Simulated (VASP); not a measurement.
# From one sheet to two: InSe monolayer, part 2 of 8

What are the lattice, gap and band positions of InSe monolayer, and what does a second sheet change?

VASP 6.6.1, plane waves and PAW; the level of theory is named at each step.

So far: Set-up; Relaxing the monolayer.

### 2. Relaxing the monolayer (continued)

Level of this step: r2SCAN with rVV10; plane waves and PAW (In, Se) (VASP).

OUTCAR, selected parts (step 2):

```text
ion  position               nearest neighbor table
   1  0.333  0.667  0.436-   3 2.69   3 2.69   3 2.69   2 2.83
   2  0.333  0.667  0.564-   4 2.69   4 2.69   4 2.69   1 2.83
   3  0.667  0.333  0.377-   1 2.69   1 2.69   1 2.69
   4  0.667  0.333  0.623-   2 2.69   2 2.69   2 2.69

  LATTYP: Found a hexagonal cell.
 ALAT       =     4.0900000000
 C/A-ratio  =     5.3789731051

 Subroutine GETGRP returns: Found 12 space group operations
 (whereof 12 operations were pure point group operations)

The static configuration has the point symmetry D_3h.

 Found     12 irreducible k-points:

   k-points           NKPTS =     12   k-points in BZ     NKDIM =     12   number of bands    NBANDS=     15

   dimension x,y,z NGX =    20 NGY =   20 NGZ =  108
   dimension x,y,z NGXF=    40 NGYF=   40 NGZF=  216

   ENCUT  =  350.0 eV  25.72 Ry    5.07 a.u.   6.24  6.24 33.56*2*pi/ulx,y,z

   NELECT =      18.0000    total number of electrons

 k-points in reciprocal lattice and weights: Automatic mesh
   0.00000000  0.00000000  0.00000000       0.012
   0.11111111  0.00000000  0.00000000       0.074
   0.22222222  0.00000000  0.00000000       0.074
   0.33333333  0.00000000  0.00000000       0.074
   0.44444444  0.00000000  0.00000000       0.074
   0.11111111  0.11111111  0.00000000       0.074
   0.22222222  0.11111111  0.00000000       0.148
   0.33333333  0.11111111  0.00000000       0.148
   0.44444444  0.11111111  0.00000000       0.074
   0.22222222  0.22222222  0.00000000       0.074
   0.33333333  0.22222222  0.00000000       0.148
   0.33333333  0.33333333  0.00000000       0.025

 dipolmoment           0.000000      0.000000     -0.000000 electrons x Angstroem

 average (electrostatic) potential at core
       1 -48.4032       2 -48.4032       3 -64.7014       4 -64.7014

 E-fermi :  -3.0221

 k-point     1 :       0.0000    0.0000    0.0000
  band No.  band energies     occupation
    ...
      5      -3.7041      2.00000
      6      -3.7041      2.00000
      7      -3.6261      2.00000
      8      -3.6261      2.00000
      9      -3.2218      2.00000
     10      -1.1263      0.00000
     11       0.1606      0.00000
     12       2.2581      0.00000
     13       2.2581      0.00000
     14       3.0449      0.00000
    ...

 k-point     2 :       0.1111    0.0000    0.0000
  band No.  band energies     occupation
    ...
      5      -4.3646      2.00000
      6      -4.2463      2.00000
      7      -3.8574      2.00000
      8      -3.7616      2.00000
      9      -3.1635      2.00000
     10      -0.5683      0.00000
     11       0.7371      0.00000
     12       1.6413      0.00000
     13       2.3736      0.00000
     14       3.0019      0.00000
    ...

 k-point     3 :       0.2222    0.0000    0.0000
  band No.  band energies     occupation
    ...
      5      -5.3947      2.00000
      6      -4.9232      2.00000
      7      -4.2055      2.00000
      8      -4.0732      2.00000
      9      -3.2022      2.00000
     10      -0.0051      0.00000
     11       0.2739      0.00000
     12       2.0528      0.00000
     13       2.3067      0.00000
     14       2.5240      0.00000
    ...

  Total        0.0112938      0.0112938      0.0645017      0.0000000      0.0000000      0.0000000
  in kB        0.0587125      0.0587125      0.3353218      0.0000000      0.0000000      0.0000000
  external PRESSURE =       0.1509156 kB  Pullay stress =       0.0000000 kB

  energy-cutoff  :      350.00
  volume of cell :      308.19
      direct lattice vectors                 reciprocal lattice vectors
     4.021917830  0.000000000  0.000000000     0.248637601  0.143550986  0.000000000
    -2.010958915  3.483083013  0.000000000     0.000000000  0.287101972  0.000000000
     0.000000000  0.000000000 22.000000000     0.000000000  0.000000000  0.045454545

 POSITION                                       TOTAL-FORCE (eV/Angst)
 -----------------------------------------------------------------------------------
     -0.00000      2.32206      9.61150         0.000000      0.000000     -0.002622
     -0.00000      2.32206     12.38850        -0.000000      0.000000      0.002622
      2.01096      1.16103      8.32934         0.000000     -0.000000     -0.014594
      2.01096      1.16103     13.67066         0.000000      0.000000      0.014594
 -----------------------------------------------------------------------------------
    total drift:                               -0.000001      0.000000      0.000000

  FREE ENERGIE OF THE ION-ELECTRON SYSTEM (eV)
  ---------------------------------------------------
  free  energy   TOTEN  =       -75.6300524073 eV

  energy  without entropy=      -75.6300524073  energy(sigma->0) =      -75.63005241

 reached required accuracy - stopping structural energy minimisation

 vacuum level on the upper side and lower side of the slab         3.172         3.172

 total charge
# of ion       s       p       d       tot
------------------------------------------
    1        1.159   1.275   0.191   2.625
    2        1.159   1.275   0.191   2.625
    3        1.466   2.383   0.019   3.869
    4        1.466   2.383   0.019   3.869
--------------------------------------------------
tot          5.251   7.315   0.420  12.986

[... 3 further parts left out ...]
```

CONTCAR:

```
InSe
   1.00000000000000
     4.0219178303514393    0.0000000000000000    0.0000000000000000
    -2.0109589151757197    3.4830830130385015    0.0000000000000000
     0.0000000000000000    0.0000000000000000   22.0000000000000000
  In              Se
     2     2
Direct
     0.3333333332999970    0.6666666667000030    0.4368861670315509
     0.3333333332999970    0.6666666667000030    0.5631138329684492
     0.6666666667000030    0.3333333332999970    0.3786062280887705
     0.6666666667000030    0.3333333332999970    0.6213937719112295
```

The gap is read on the k-mesh alone, so it is an upper bound where the band edges lie off the mesh. The PAW data sets were made with PBE, which is usual practice but a small mismatch for other functionals. The data set In keeps the semicore shell frozen, which is cheaper and a little less accurate. The run keeps the 12 symmetry operations of its start, so it cannot find a distortion of lower symmetry.

The steps of the relaxation:

| step | energy less that of the first step (eV) | largest force (eV/Å) | pressure (GPa) | volume (Å³) |
| --- | --- | --- | --- | --- |
| 1 | 0.0000 | 0.2368 | -0.76 | 318.71 |
| 2 | -0.0261 | 0.3183 | -0.05 | 308.77 |
| 3 | -0.0263 | 0.2907 | -0.11 | 309.55 |
| 4 | -0.0313 | 0.1443 | -0.07 | 308.19 |
| 5 | -0.0327 | 0.0379 | -0.04 | 307.04 |
| 6 | -0.0327 | 0.0394 | -0.04 | 306.99 |
| 7 | -0.0329 | 0.0353 | -0.03 | 307.11 |
| 8 | -0.0332 | 0.0198 | -0.02 | 307.47 |
| 9 | -0.0333 | 0.0146 | 0.02 | 308.19 |

| cell as run | before | after | change |
| --- | --- | --- | --- |
| a (Å) | 4.090 | 4.022 | -1.7 % |
| b (Å) | 4.090 | 4.022 | -1.7 % |

The atoms that moved most (Å, along periodic axes as changes of fractional coordinates times the final cell, across vacuum about the mean position):

| atom | dx | dy | dz | length |
| --- | --- | --- | --- | --- |
| In1 | 0.000 | 0.000 | 0.026 | 0.026 |
| In2 | 0.000 | 0.000 | -0.026 | 0.026 |
| Se4 | 0.000 | 0.000 | -0.024 | 0.024 |
| Se3 | 0.000 | 0.000 | 0.024 | 0.024 |

Final coordinates:

```xyz
4
Lattice="4.0219 0.0000 0.0000 -2.0110 3.4831 0.0000 0.0000 0.0000 22.0000" Properties=species:S:1:pos:R:3
In    0.0000    2.3221    9.6115
In    0.0000    2.3221   12.3885
Se    2.0110    1.1610    8.3293
Se    2.0110    1.1610   13.6707
```

This step gave:

- electronic steps: 81
- electrons: 18
- free energy (TOTEN): -75.6301 eV
- Fermi energy: -3.022 eV
- metallic: no
- dipole moment: 0, 0, 0 e·Å
- gap on the k-mesh: 2.037 eV
- least direct gap on the k-mesh: 2.095 eV

The run ended after 9 ionic steps, 0.033 eV below its first step, once forces and stress met EDIFFG = -0.015.

### 3. A second relaxation

The plane waves were chosen for the start cell, so the relaxation is repeated from its end.

The input, INCAR:

```
SYSTEM = InSe
PREC = Normal
ENCUT = 350
EDIFF = 1E-06
NELM = 120
ISMEAR = 0
SIGMA = 0.03
LREAL = .FALSE.
ALGO = Normal
METAGGA = R2SCAN
LUSE_VDW = .TRUE.
IVDW_NL = 2
BPARAM = 11.95
CPARAM = 0.0093
LASPH = .TRUE.
NBANDS = 15
LORBIT = 11
LWAVE = .FALSE.
LCHARG = .FALSE.
KPAR = 4
IBRION = 2
NSW = 30
ISIF = 3
EDIFFG = -0.015
POTIM = 0.4
IDIPOL = 3
LDIPOL = .TRUE.
DIPOL = 0.5 0.5 0.5
LATTICE_CONSTRAINTS = .TRUE. .TRUE. .FALSE.
```

The input, POSCAR:

```
InSe
1.0
    4.0219178304      0.0000000000      0.0000000000
   -2.0109589152      3.4830830130      0.0000000000
    0.0000000000      0.0000000000     22.0000000000
In Se
2 2
Direct
    0.3333333333      0.6666666667      0.4368861670
    0.3333333333      0.6666666667      0.5631138330
    0.6666666667      0.3333333333      0.3786062281
    0.6666666667      0.3333333333      0.6213937719
```

The input, KPOINTS:

```
Automatic mesh
0
Gamma
9 9 1
0 0 0
```

The projector-augmented-wave data sets are In and Se (PBE family, release 64).

Command:

```console
$ mpirun -np 4 vasp_std
```

The log of the run:

```text
[banner, memory and clock lines left out]
running    4 mpi-ranks, on    1 nodes
 distrk:  each k-point on    1 cores,    4 groups
 distr:  one band on    1 cores,    1 groups

 POSCAR found type information on POSCAR InSe
 POSCAR found :  2 types and       4 ions
 [... a notice as in an earlier step ...]

 [... a notice as in an earlier step ...]

 LDA part: xc-table for (None), standard interpolation
 POSCAR, INCAR and KPOINTS ok, starting setup
 FFT: planning ... GRIDC
 FFT: planning ... GRID_SOFT
 FFT: planning ... GRID
 WAVECAR not read
 entering main loop
       N       E                     dE             d eps       ncg     rms          rms(c)
Total rVV10 correction in eV:      0.7604596    30.7704807
Total rVV10 correction in eV:      0.7604596    30.7704807
Total rVV10 correction in eV:      0.7604596    30.7704807
Total rVV10 correction in eV:      0.7604596    30.7704807
DAV:   1     0.368497220568E+02    0.36850E+02   -0.44853E+03   360   0.618E+02
DAV:   2    -0.646775962487E+02   -0.10153E+03   -0.97182E+02   516   0.133E+02
DAV:   3    -0.778371500871E+02   -0.13160E+02   -0.13042E+02   479   0.545E+01
DAV:   4    -0.781578545113E+02   -0.32070E+00   -0.32013E+00   423   0.103E+01
DAV:   5    -0.781641118150E+02   -0.62573E-02   -0.62547E-02   479   0.134E+00    0.638E+00
Total rVV10 correction in eV:      0.7730138    30.7705409
Total rVV10 correction in eV:      0.7730138    30.7705409
Total rVV10 correction in eV:      0.7730138    30.7705409
Total rVV10 correction in eV:      0.7730138    30.7705409
DAV:   6    -0.755990558205E+02    0.25651E+01   -0.14256E+00   465   0.684E+00    0.443E+00
Total rVV10 correction in eV:      0.7831289    30.7704717
Total rVV10 correction in eV:      0.7831289    30.7704717
Total rVV10 correction in eV:      0.7831289    30.7704717
Total rVV10 correction in eV:      0.7831289    30.7704717
DAV:   7    -0.756285201134E+02   -0.29464E-01   -0.44918E-01   479   0.332E+00    0.109E+00
Total rVV10 correction in eV:      0.7843454    30.7704711
Total rVV10 correction in eV:      0.7843454    30.7704711
Total rVV10 correction in eV:      0.7843454    30.7704711
Total rVV10 correction in eV:      0.7843454    30.7704711
DAV:   8    -0.756258379610E+02    0.26822E-02   -0.22603E-02   465   0.960E-01    0.495E-01
Total rVV10 correction in eV:      0.7878538    30.7704711
Total rVV10 correction in eV:      0.7878538    30.7704711
Total rVV10 correction in eV:      0.7878538    30.7704711
Total rVV10 correction in eV:      0.7878538    30.7704711
DAV:   9    -0.756282424906E+02   -0.24045E-02   -0.73284E-03   409   0.556E-01    0.186E-01
Total rVV10 correction in eV:      0.7879594    30.7704711
Total rVV10 correction in eV:      0.7879594    30.7704711
Total rVV10 correction in eV:      0.7879594    30.7704711
Total rVV10 correction in eV:      0.7879594    30.7704711
DAV:  10    -0.756282891922E+02   -0.46702E-04   -0.27702E-04   437   0.110E-01    0.790E-02
Total rVV10 correction in eV:      0.7886713    30.7704711
Total rVV10 correction in eV:      0.7886713    30.7704711
Total rVV10 correction in eV:      0.7886713    30.7704711
Total rVV10 correction in eV:      0.7886713    30.7704711
DAV:  11    -0.756286777948E+02   -0.38860E-03   -0.32674E-04   409   0.102E-01    0.434E-02
Total rVV10 correction in eV:      0.7887848    30.7704711
Total rVV10 correction in eV:      0.7887848    30.7704711
Total rVV10 correction in eV:      0.7887848    30.7704711
Total rVV10 correction in eV:      0.7887848    30.7704711
DAV:  12    -0.756286991103E+02   -0.21316E-04   -0.17584E-05   444   0.307E-02    0.736E-03
Total rVV10 correction in eV:      0.7892329    30.7704711
Total rVV10 correction in eV:      0.7892329    30.7704711
Total rVV10 correction in eV:      0.7892329    30.7704711
Total rVV10 correction in eV:      0.7892329    30.7704711
DAV:  13    -0.756289279350E+02   -0.22882E-03   -0.87856E-05   479   0.494E-02    0.541E-03
Total rVV10 correction in eV:      0.7892917    30.7704711
Total rVV10 correction in eV:      0.7892917    30.7704711
Total rVV10 correction in eV:      0.7892917    30.7704711
Total rVV10 correction in eV:      0.7892917    30.7704711
DAV:  14    -0.756289724071E+02   -0.44472E-04   -0.32254E-06   465   0.127E-02    0.547E-03
Total rVV10 correction in eV:      0.7894300    30.7704711
Total rVV10 correction in eV:      0.7894300    30.7704711
Total rVV10 correction in eV:      0.7894300    30.7704711
Total rVV10 correction in eV:      0.7894300    30.7704711
DAV:  15    -0.756291267819E+02   -0.15437E-03   -0.23030E-05   444   0.256E-02    0.337E-03
Total rVV10 correction in eV:      0.7894575    30.7704711
Total rVV10 correction in eV:      0.7894575    30.7704711
Total rVV10 correction in eV:      0.7894575    30.7704711
Total rVV10 correction in eV:      0.7894575    30.7704711
DAV:  16    -0.756291519800E+02   -0.25198E-04   -0.76631E-06   493   0.127E-02    0.232E-03
Total rVV10 correction in eV:      0.7894482    30.7704786
Total rVV10 correction in eV:      0.7894482    30.7704786
Total rVV10 correction in eV:      0.7894482    30.7704786
Total rVV10 correction in eV:      0.7894482    30.7704786
DAV:  17    -0.756291911804E+02   -0.39200E-04   -0.91419E-06   444   0.137E-02    0.252E-03
Total rVV10 correction in eV:      0.7894338    30.7704876
Total rVV10 correction in eV:      0.7894338    30.7704876
Total rVV10 correction in eV:      0.7894338    30.7704876
Total rVV10 correction in eV:      0.7894338    30.7704876
DAV:  18    -0.756292070617E+02   -0.15881E-04   -0.10645E-06   378   0.757E-03    0.146E-03
Total rVV10 correction in eV:      0.7894334    30.7704846
Total rVV10 correction in eV:      0.7894334    30.7704846
Total rVV10 correction in eV:      0.7894334    30.7704846
Total rVV10 correction in eV:      0.7894334    30.7704846
DAV:  19    -0.756292219028E+02   -0.14841E-04   -0.10340E-06   374   0.718E-03    0.132E-03
Total rVV10 correction in eV:      0.7894296    30.7704846
Total rVV10 correction in eV:      0.7894296    30.7704846
Total rVV10 correction in eV:      0.7894296    30.7704846
Total rVV10 correction in eV:      0.7894296    30.7704846
DAV:  20    -0.756292274388E+02   -0.55360E-05   -0.37330E-07   355   0.475E-03    0.431E-04
Total rVV10 correction in eV:      0.7894296    30.7704798
Total rVV10 correction in eV:      0.7894296    30.7704798
Total rVV10 correction in eV:      0.7894296    30.7704798
Total rVV10 correction in eV:      0.7894296    30.7704798
DAV:  21    -0.756292294334E+02   -0.19947E-05   -0.19254E-07   369   0.371E-03    0.158E-04
Total rVV10 correction in eV:      0.7894305    30.7704755
Total rVV10 correction in eV:      0.7894305    30.7704755
Total rVV10 correction in eV:      0.7894305    30.7704755
Total rVV10 correction in eV:      0.7894305    30.7704755
DAV:  22    -0.756292306870E+02   -0.12536E-05   -0.12432E-07   299   0.304E-03    0.515E-05
Total rVV10 correction in eV:      0.7894309    30.7704751
Total rVV10 correction in eV:      0.7894309    30.7704751
Total rVV10 correction in eV:      0.7894309    30.7704751
Total rVV10 correction in eV:      0.7894309    30.7704751
DAV:  23    -0.756292304344E+02    0.25257E-06   -0.23473E-08   362   0.144E-03
Total rVV10 correction in eV:      0.7894311    30.7704749
Total rVV10 correction in eV:      0.7894311    30.7704749
Total rVV10 correction in eV:      0.7894311    30.7704749
Total rVV10 correction in eV:      0.7894311    30.7704749
Total rVV10 correction in eV:      0.7894310    30.7704748
Total rVV10 correction in eV:      0.7894310    30.7704748
Total rVV10 correction in eV:      0.7894310    30.7704748
Total rVV10 correction in eV:      0.7894310    30.7704748
   1 F= -.75629230E+02 E0= -.75629230E+02  d E =-.756292E+02
 curvature:   0.00 expect dE= 0.000E+00 dE for cont linesearch  0.000E+00
 trial: gam= 0.00000 g(F)=  0.167E-04 g(S)=  0.256E-05 ort = 0.000E+00 (trialstep = 0.100E+01)
 search vector abs. value=  0.193E-04
 reached required accuracy - stopping structural energy minimisation
```

Elapsed: 63 s, on 4 MPI ranks of Intel Xeon 6975P-C (Granite Rapids), shared host; peak memory 1.4 GiB; 3.3 min of CPU time.

From OUTCAR (step 3):

```text
  LATTYP: Found a hexagonal cell.
 ALAT       =     4.0219178304
 C/A-ratio  =     5.4700272178

The static configuration has the point symmetry D_3h.

 Found     12 irreducible k-points:

   dimension x,y,z NGX =    18 NGY =   18 NGZ =  108
   dimension x,y,z NGXF=    36 NGYF=   36 NGZF=  216

   ENCUT  =  350.0 eV  25.72 Ry    5.07 a.u.   6.14  6.14 33.56*2*pi/ulx,y,z

   NELECT =      18.0000    total number of electrons

 dipolmoment           0.000000      0.000000      0.000000 electrons x Angstroem

 E-fermi :  -3.0255

 k-point     1 :       0.0000    0.0000    0.0000
  band No.  band energies     occupation
    ...
      5      -3.7059      2.00000
      6      -3.7059      2.00000
      7      -3.6279      2.00000
      8      -3.6279      2.00000
      9      -3.2234      2.00000
     10      -1.1279      0.00000
     11       0.1590      0.00000
     12       2.2565      0.00000
     13       2.2565      0.00000
     14       3.0300      0.00000
    ...

 k-point     2 :       0.1111    0.0000    0.0000
  band No.  band energies     occupation
    ...
      5      -4.3664      2.00000
      6      -4.2480      2.00000
      7      -3.8592      2.00000
      8      -3.7634      2.00000
      9      -3.1650      2.00000
     10      -0.5699      0.00000
     11       0.7355      0.00000
     12       1.6396      0.00000
     13       2.3720      0.00000
     14       2.9976      0.00000
    ...

  Total        0.0115287      0.0115287      0.0691212      0.0000000     -0.0000000     -0.0000000
  in kB        0.0599337      0.0599337      0.3593372      0.0000000     -0.0000000     -0.0000000
  external PRESSURE =       0.1597348 kB  Pullay stress =       0.0000000 kB

 POSITION                                       TOTAL-FORCE (eV/Angst)
 -----------------------------------------------------------------------------------
     -0.00000      2.32206      9.61150         0.000000      0.000000     -0.002187
     -0.00000      2.32206     12.38850         0.000000      0.000000      0.002187
      2.01096      1.16103      8.32934        -0.000000     -0.000000     -0.014562
      2.01096      1.16103     13.67066        -0.000000      0.000000      0.014562
 -----------------------------------------------------------------------------------
    total drift:                               -0.000007      0.000004      0.000000

  FREE ENERGIE OF THE ION-ELECTRON SYSTEM (eV)
  ---------------------------------------------------
  free  energy   TOTEN  =       -75.6292304344 eV

  energy  without entropy=      -75.6292304344  energy(sigma->0) =      -75.62923043

 vacuum level on the upper side and lower side of the slab         3.149         3.149

 total charge
# of ion       s       p       d       tot
------------------------------------------
    1        1.159   1.275   0.191   2.625
    2        1.159   1.275   0.191   2.625
    3        1.467   2.383   0.019   3.868
    4        1.467   2.383   0.019   3.868
--------------------------------------------------
tot          5.251   7.315   0.420  12.986

[... 5 parts as in an earlier step ...]

[... 6 further parts left out ...]
```

Little changed from the start: no atom moved by 0.005 Å and no cell edge by 0.1 %.

Numbers from this step:

```
electronic steps    : 23
free energy (TOTEN) : -75.6292 eV
Fermi energy        : -3.026 eV
```

The start already met the threshold, so nothing moved.

(Continued in part 3 of 8.)

[Lines on the potential files, build, host, timing and source positions are cut from VASP's logs without a mark.]

[Logs are printed without paths, hosts, clocks, repeated set-up lines and the standing remarks that a program may print on its own settings, such as how far it seeks lower states.]

[Hosts, paths, dates, database ids (printed as entryN), source tags and the programs' standing remarks are cut or masked in the printed files.]

[Runs that stopped without an error message from VASP are left out.]
